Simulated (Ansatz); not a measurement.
**SiN₂: from a trial structure to a relaxed crystal**

Method: DFT PBE, scalar-relativistic, plane waves, PAW in Ansatz 0.2.0. Cutoff 420 eV, Γ-centred k mesh, Gaussian smearing, no spin polarisation in the final step.

The start puts SiN₂ on the 2H molybdenite structure type (P6_3/mmc, No. 194), with Si in place of Mo, N in place of S, at a guessed volume.

```yaml
crystal:
  lattice:
    - [2.52876, 0.00000, 0.00000]
    - [-1.26438, 2.18997, 0.00000]
    - [0.00000, 0.00000, 9.83584]
  atoms:
    - { symbol: Si, position: [0.33333, 0.66667, 0.25000] }
    - { symbol: Si, position: [0.66667, 0.33333, 0.75000] }
    - { symbol: N, position: [0.33333, 0.66667, 0.62750] }
    - { symbol: N, position: [0.66667, 0.33333, 0.12750] }
    - { symbol: N, position: [0.33333, 0.66667, 0.87250] }
    - { symbol: N, position: [0.66667, 0.33333, 0.37250] }
```

Steps on the 6×6×2 mesh (6 atoms). 11 of 14 steps are shown, and the free energy counts from the last. Trial steps that were taken back and renewals of the plane-wave basis can be among the rows.

| step | ΔF (meV/atom) | V (Å³/atom) | P (GPa) | largest force component (eV/Å) |
| --- | --- | --- | --- | --- |
| 1 | 884.1 | 9.08 | 22.42 | 2.082 |
| 2 | 504.7 | 9.90 | 4.93 | 3.604 |
| 3 | 176.6 | 10.52 | -3.84 | 2.695 |
| 5 | 44.2 | 10.37 | -2.23 | 0.643 |
| 6 | 38.2 | 10.71 | 0.29 | 0.101 |
| 8 | 4.9 | 10.86 | 3.47 | 0.021 |
| 9 | 3.3 | 11.33 | 0.53 | 0.028 |
| 10 | 3.9 | 11.50 | 0.06 | 0.027 |
| 12 | 1.0 | 11.71 | 0.00 | 0.004 |
| 13 | 1.4 | 11.84 | 0.08 | 0.020 |
| 14 | 0.0 | 11.84 | 0.11 | 0.015 |

A final relaxation ran on a 12×12×4 mesh. The relaxed crystal, P6_3/mmc (No. 194):

```
Si N
1.0
     2.85292    0.00000    0.00000
    -1.42646    2.47070    0.00000
     0.00000    0.00000   10.40475
Si N
2 4
Direct
  0.33333 0.66667 0.25000
  0.66667 0.33333 0.75000
  0.33333 0.66667 0.66523
  0.66667 0.33333 0.16523
  0.33333 0.66667 0.83477
  0.66667 0.33333 0.33477
```

```json
{
  "Volume per atom": "12.2 Å³",
  "Density": "2.5 g/cm³",
  "Energy over the elements": "0.475 eV/atom",
  "Gap on the 12×12×4 mesh": "0.97 eV"
}
```

Energies over the elements count from the elements' standard structures at the same level (N₂ as a molecule), with no empirical corrections.

The final run used a 12×12×4 mesh on its 6-atom cell and 0.02 eV smearing. Weakly bound directions are ill-defined at this level, which has no dispersion term.

A later test with randomly moved atoms lowered the energy by 204 meV/atom on a coarse mesh, so it isn't stable against such moves and is likely a saddle point held by symmetry.

Cost: 6 runs of about 4.4 core-minutes in all, on Intel Xeon Platinum 8488C (Sapphire Rapids) (shared hosts).